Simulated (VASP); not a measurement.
# CuI (Marshite) (F-43m) in VASP: settings compared

Aim: see how the results for CuI (Marshite) move with the level of theory and the settings. Levels: PBEsol, HSE06. Tasks: single point.

Program: VASP 6.6.1. These are calculated values, not measurements. Logs are shortened: lines on timing, memory, paths and dates and some standing lists are left out, and cuts for length are marked.

### Step 1. The structure

The structure is cubic, space group F-43m (No. 216). The conventional cell has a = 6.024 Å, b = 6.024 Å, c = 6.024 Å, α = 90.00°, β = 90.00°, γ = 90.00°. Cu (site symmetry -43m) has 4 I at 2.61 Å as nearest neighbours. I (site symmetry -43m) has 4 Cu at 2.61 Å as nearest neighbours.

### Step 2. Single point, PBEsol

Input file INCAR:

```
SYSTEM = CuI
PREC = Accurate
ENCUT = 520
EDIFF = 1E-6
ISMEAR = 0
SIGMA = 0.01
LREAL = .False.
LASPH = .True.
NELM = 100
ALGO = Fast
ISIF = 2
LWAVE = .False.
LCHARG = .True.
GGA = PS
LELF = .True.
LVHAR = .True.
NBANDS = 16
```

Input file KPOINTS:

```
regular mesh
0
Gamma
  6 6 6
  0 0 0
```

Input file POSCAR:

```
CuI
1.0
    0.0000000000      3.0120429033      3.0120429033
    3.0120429033      0.0000000000      3.0120429033
    3.0120429033      3.0120429033      0.0000000000
Cu I
1 1
Direct
    0.2500000000      0.2500000000      0.2500000000
    0.0000000000      0.0000000000      0.0000000000
```

Potentials or basis: VASP PAW PBE potentials, release 64 (Cu, I).

The run is started by

```sh
> cat potpaw_PBE.64/Cu/POTCAR potpaw_PBE.64/I/POTCAR > POTCAR
> mpirun -np 1 vasp_std > vasp.out
```

OUTCAR:

```text
SYSTEM = CuI
   PREC = Accurate
   ENCUT = 520
   EDIFF = 1E-6
   ISMEAR = 0
   LREAL = .False.
   LASPH = .True.
   NELM = 100
   ISIF = 2
   GGA = PS

 ion  position               nearest neighbor table
   1  0.250  0.250  0.250-   2 2.61   2 2.61   2 2.61   2 2.61
   2  0.000  0.000  0.000-   1 2.61   1 2.61   1 2.61   1 2.61

  LATTYP: Found a face centered cubic cell.
 ALAT       =     6.0240858066

  Lattice vectors:

 A1 = (   0.0000000000,   3.0120429033,   3.0120429033)
 A2 = (   3.0120429033,   0.0000000000,   3.0120429033)
 A3 = (   3.0120429033,   3.0120429033,   0.0000000000)

Analysis of symmetry for initial positions (statically):
=====================================================================
 Subroutine PRICEL returns:
 Original cell was already a primitive cell.

 Routine SETGRP: Setting up the symmetry group for a
 face centered cubic supercell.

 Subroutine GETGRP returns: Found 24 space group operations
 (whereof 24 operations were pure point group operations)
 out of a pool of 48 trial point group operations.

The static configuration has the point symmetry T_d .

Analysis of symmetry for dynamics (positions and initial velocities):
=====================================================================
 Subroutine PRICEL returns:
 Original cell was already a primitive cell.

 Routine SETGRP: Setting up the symmetry group for a
 face centered cubic supercell.

 Subroutine GETGRP returns: Found 24 space group operations
 (whereof 24 operations were pure point group operations)
 out of a pool of 48 trial point group operations.

The dynamic configuration has the point symmetry T_d .

 Subroutine INISYM returns: Found 24 space group operations
 (whereof 24 operations are pure point group operations),
 and found     1 'primitive' translations

----------------------------------------------------------------------------------------

                                     Primitive cell

  volume of cell :      54.6529

  direct lattice vectors                    reciprocal lattice vectors
     0.000000000  3.012042903  3.012042903    -0.166000292  0.166000292  0.166000292
     3.012042903  0.000000000  3.012042903     0.166000292 -0.166000292  0.166000292
     3.012042903  3.012042903  0.000000000     0.166000292  0.166000292 -0.166000292

  length of vectors
     4.259671924  4.259671924  4.259671924     0.287520939  0.287520939  0.287520939

  position of ions in fractional coordinates (direct lattice)
     0.250000000  0.250000000  0.250000000
     0.000000000  0.000000000  0.000000000

  ion indices of the primitive-cell ions
   primitive index   ion index
                 1           1
                 2           2

----------------------------------------------------------------------------------------

 KPOINTS: regular mesh

Automatic generation of k-mesh.
 Grid dimensions read from file:
 generate k-points for:    6    6    6

 Generating k-lattice:

  Cartesian coordinates                     Fractional coordinates (reciprocal lattice)
    -0.027666715  0.027666715  0.027666715     0.166666667  0.000000000  0.000000000
     0.027666715 -0.027666715  0.027666715     0.000000000  0.166666667  0.000000000
     0.027666715  0.027666715 -0.027666715     0.000000000  0.000000000  0.166666667

  Length of vectors
     0.047920156  0.047920156  0.047920156

  Shift w.r.t. Gamma in fractional coordinates (k-lattice)
     0.000000000  0.000000000  0.000000000

 Subroutine IBZKPT returns following result:
 ===========================================

 Found     16 irreducible k-points:

 Following reciprocal coordinates:
            Coordinates               Weight
  0.000000  0.000000  0.000000      1.000000
  0.166667  0.000000  0.000000      8.000000
  0.333333  0.000000  0.000000      8.000000
  0.500000  0.000000  0.000000      4.000000
  0.166667  0.166667  0.000000      6.000000
  0.333333  0.166667  0.000000     24.000000
[... 8 lines left out ...]
 -0.333333  0.333333  0.166667     24.000000
 -0.333333  0.500000  0.166667     12.000000
   k-points           NKPTS =     16   k-points in BZ     NKDIM =     16   number of bands    NBANDS=     16
   number of dos      NEDOS =    301   number of ions     NIONS =      2
   total plane-waves  NPLWV =  32768
   dimension x,y,z NGX =    32 NGY =   32 NGZ =   32
   dimension x,y,z NGXF=    64 NGYF=   64 NGZF=   64
   ions per type =               1   1
   NGX,Y,Z   is equivalent  to a cutoff of  12.49, 12.49, 12.49 a.u.
   NGXF,Y,Z  is equivalent  to a cutoff of  24.98, 24.98, 24.98 a.u.
 SYSTEM =  CuI
   PREC   = accura    normal or accurate (medium, high low for compatibility)
   ISTART =      0    job   : 0-new  1-cont  2-samecut
   ICHARG =      2    charge: 1-file 2-atom 10-const
   ISPIN  =      1    spin polarized calculation?
   LNONCOLLINEAR =      F non collinear calculations
   LSORBIT =      F    spin-orbit coupling
   LASPH  =      T    aspherical Exc in radial PAW
   ENCUT  =  520.0 eV  38.22 Ry    6.18 a.u.   7.92  7.92  7.92*2*pi/ulx,y,z
   NELM   =    100;   NELMIN=  2; NELMDL= -5     # of ELM steps
   EDIFF  = 0.1E-05   stopping-criterion for ELM
   LREAL  =      F    real-space projection
   EDIFFG = 0.1E-04   stopping-criterion for IOM
   NSW    =      0    number of steps for IOM
   IBRION =     -1    ionic relax: 0-MD 1-quasi-New 2-CG
   NFREE  =      0    steps in history (QN), initial steepest desc. (CG)
   ISIF   =      2    stress and relaxation
   ISYM   =      2    0-nonsym 1-usesym 2-fastsym
   POTIM  = 0.5000    time-step for ionic-motion
   TEBEG  =    0.0;   TEEND  =   0.0 temperature during run
   PSTRESS=    0.0 pullay stress
   NELECT =      18.0000    total number of electrons
   NUPDOWN=      -1.0000    fix difference up-down
   EMIN   =  10.00;   EMAX   =-10.00  energy-range for DOS
   EFERMI =   0.00;   METHOD = LEGACY
   ISMEAR =     0;   SIGMA  =   0.01  broadening in eV -4-tet -1-fermi 0-gaus
   EFERMI_NEDOS =   21; number of points for ismear=-14 and -15
   IALGO  =     68    algorithm
   IMIX   =      4    mixing-type and parameters
     AMIX     =   0.40;   BMIX     =  1.00
     AMIX_MAG =   1.60;   BMIX_MAG =  1.00
  volume/ion in A,a.u.               =      27.33       184.41
  Fermi-wavevector in a.u.,A,eV,Ry     =   1.130562  2.136453 17.390575  1.278171
  Thomas-Fermi vector in A             =   2.267259
   LORBIT       =      0    0 simple, 1 ext, 2 COOP (PROOUT), +10 PAW based schemes
   GGA     = PS    functional components
   LHFCALC =     F    Hartree Fock is set to
   AEXX    =    0.0000 exact exchange contribution
   IVDW    =     0    specifies the selected vdW correction
   LEPSILON=     F    determine dielectric tensor
   LRPA    =     F    only Hartree local field effects (RPA)
 non-spin polarized calculation
 RMM-DIIS sequential band-by-band and
 Gauss-broadening in eV      SIGMA  =   0.01
  energy-cutoff  :      520.00
  volume of cell :       54.65
 maximum number of plane-waves:      1488
   NGX = 15   NGY = 15   NGZ = 15

 number of electron      18.0000016 magnetization

 Free energy of the ion-electron system (eV)
  ---------------------------------------------------
  ext. energy  EPLUGINS =         0.00000000
  ---------------------------------------------------
  free energy    TOTEN  =        -6.30597492 eV

  energy without entropy =       -6.30597492  energy(sigma->0) =       -6.30597492

 E-fermi :   4.5836     XC(G=0):  -9.2278

 val. band max:        4.4949579360   @ k =   0.0000   0.0000   0.0000
 cond. band min:       5.5728936694   @ k =   0.0000   0.0000   0.0000
 fundamental gap:      1.0779357334
 Fermi energy:         4.5835864069

 k-point     1 :       0.0000    0.0000    0.0000
  band No.  band energies     occupation
      1      -9.6359      2.00000
      2       0.7616      2.00000
      3       0.7616      2.00000
      4       0.7616      2.00000
      5       2.5402      2.00000
      6       2.5402      2.00000
[... 8 lines left out ...]
     15      14.1037      0.00000
     16      14.1037      0.00000

 k-point     2 :       0.1667    0.0000    0.0000
  band No.  band energies     occupation
      1      -9.5040      2.00000
      2       0.2477      2.00000
      3       0.7725      2.00000
      4       0.7725      2.00000
      5       2.5306      2.00000
      6       2.5306      2.00000
[... 8 lines left out ...]
     15      13.2048      0.00000
     16      13.5263      0.00000

 k-point     3 :       0.3333    0.0000    0.0000
  band No.  band energies     occupation
      1      -9.2135      2.00000
      2      -0.7513      2.00000
      3       0.7870      2.00000
      4       0.7870      2.00000
      5       2.5415      2.00000
      6       2.5415      2.00000
[... 8 lines left out ...]
     15      13.7017      0.00000
     16      13.7017      0.00000

 k-point     4 :       0.5000    0.0000    0.0000
  band No.  band energies     occupation
      1      -9.0514      2.00000
      2      -1.2351      2.00000
      3       0.7900      2.00000
      4       0.7900      2.00000
      5       2.5686      2.00000
      6       2.5686      2.00000
[... 8 lines left out ...]
     15      15.3988      0.00000
     16      15.3988      0.00000
[... 172 lines left out ...]
 k-point    14 :       0.5000    0.3333    0.1667
  band No.  band energies     occupation
      1      -9.0127      2.00000
      2      -0.7657      2.00000
      3       0.2724      2.00000
      4       0.7235      2.00000
      5       2.4745      2.00000
      6       2.5572      2.00000
[... 8 lines left out ...]
     15      15.4498      0.00000
     16      16.6864      0.00000

 k-point    15 :      -0.3333    0.3333    0.1667
  band No.  band energies     occupation
      1      -8.9018      2.00000
      2      -0.8156      2.00000
      3      -0.0344      2.00000
      4       0.6834      2.00000
      5       2.4420      2.00000
      6       2.5402      2.00000
[... 8 lines left out ...]
     15      15.6046      0.00000
     16      16.3472      0.00000

 k-point    16 :      -0.3333    0.5000    0.1667
  band No.  band energies     occupation
      1      -8.8500      2.00000
      2      -0.9144      2.00000
      3       0.1131      2.00000
      4       0.5900      2.00000
      5       2.4855      2.00000
      6       2.4925      2.00000
[... 8 lines left out ...]
     15      16.0914      0.00000
     16      16.5487      0.00000

------------------------ aborting loop because EDIFF is reached ----------------------------------------

  FORCE on cell =-STRESS in cart. coord.  units (eV):
  Direction    XX          YY          ZZ          XY          YZ          ZX
  --------------------------------------------------------------------------------------
  -------------------------------------------------------------------------------------
  Total       -0.5931905     -0.5931905     -0.5931905      0.0000000      0.0000000      0.0000000
  in kB      -17.3896701    -17.3896701    -17.3896701      0.0000000      0.0000000      0.0000000
  external PRESSURE =     -17.3896701 kB  Pullay stress =       0.0000000 kB

 VOLUME and BASIS-vectors are now :
 -----------------------------------------------------------------------------
  energy-cutoff  :      520.00
  volume of cell :       54.65
      direct lattice vectors                 reciprocal lattice vectors
     0.000000000  3.012042903  3.012042903    -0.166000292  0.166000292  0.166000292
     3.012042903  0.000000000  3.012042903     0.166000292 -0.166000292  0.166000292
     3.012042903  3.012042903  0.000000000     0.166000292  0.166000292 -0.166000292

 POSITION                                       TOTAL-FORCE (eV/Angst)
 -----------------------------------------------------------------------------------
      1.50602      1.50602      1.50602        -0.000000      0.000000     -0.000000
      0.00000      0.00000      0.00000         0.000000     -0.000000      0.000000
 -----------------------------------------------------------------------------------
    total drift:                                0.000000      0.000000      0.000000

  FREE ENERGIE OF THE ION-ELECTRON SYSTEM (eV)
  ---------------------------------------------------
  free  energy   TOTEN  =        -6.3059749230 eV

  energy  without entropy=       -6.3059749230  energy(sigma->0) =       -6.30597492
```

Run time: 21 s. Hardware: 1 thread of AMD EPYC 7R13 (Zen 3), shared host; peak memory 0.15 GiB.

What came out:

| Quantity | Value |
| --- | --- |
| Free energy | -6.3060 eV |
| Pressure | -1.7 GPa |
| Band gap on the k mesh | 1.08 eV, direct |

Caveat: the PAW data sets were made with another functional, which shifts forces and pressure a little; spin-orbit coupling is left out, which moves the levels of the heavy elements. Expect the measured gap to be larger: semilocal functionals such as PBEsol lack the derivative discontinuity.

### Step 3. Single point, HSE06

POSCAR is that of step 2.

Input file INCAR.step1:

```
  PREC = Accurate
  ENCUT = 520
  EDIFF = 1E-5
  ISMEAR = 0
  SIGMA = 0.01
  LREAL = F
  LASPH = T
  NELM = 100
  ALGO = Normal
  ISIF = 2
  LWAVE = T
  LCHARG = F
  NBANDS = 16
  GGA = PE
```

Input file INCAR.step2:

```
  PREC = Accurate
  ENCUT = 520
  EDIFF = 1E-7
  ISMEAR = 0
  SIGMA = 0.01
  LREAL = F
  LASPH = T
  NELM = 100
  ALGO = Normal
  ISIF = 2
  LWAVE = F
  LCHARG = F
  GGA = PE
  LHFCALC = T
  HFSCREEN = 0.2079
  PRECFOCK = Normal
  NBANDS = 16
  ISTART = 1
```

Input file KPOINTS:

```
regular mesh
0
Gamma
  4 4 4
```

Potentials or basis: VASP PAW PBE potentials, release 64 (Cu, I).

The run is started by

```sh
> cat potpaw_PBE.64/Cu/POTCAR potpaw_PBE.64/I/POTCAR > POTCAR
> cp INCAR.step1 INCAR
> mpirun -np 1 vasp_std > vasp.out
> cp INCAR.step2 INCAR
> mpirun -np 1 vasp_std > vasp.out
```

Run time: 12 min. Hardware: 1 thread of AMD EPYC 7R13 (Zen 3), shared host; peak memory 0.26 GiB.

Results (log left out):

| Quantity | Value |
| --- | --- |
| Free energy | -6.4281 eV |
| Pressure | 1.5 GPa |
| Band gap on the k mesh | 2.63 eV, direct |

Levels at points of the mesh, in eV from the valence-band top:
```
           k point  band 5  band 6  band 7  band 8  band 9  band 10  band 11  band 12  band 13  band 14
(0.00, 0.00, 0.00)   -2.57   -2.57    0.00    0.00    0.00     2.63     6.27     6.27     6.27     9.90
(0.50, 0.00, 0.00)   -2.55   -2.55   -2.49   -0.86   -0.86     3.60     6.78     6.78     8.84    10.86
(0.50, 0.50, 0.00)   -2.57   -2.49   -2.37   -2.01   -2.01     3.84     4.24    11.00    11.66    11.66
```

Caveat: the k mesh is coarse (spacing up to 0.45 Å⁻¹), so the values aren't converged, least of all with exact exchange; the PAW data sets were made with another functional, which shifts forces and pressure a little; spin-orbit coupling is left out, which moves the levels of the heavy elements.
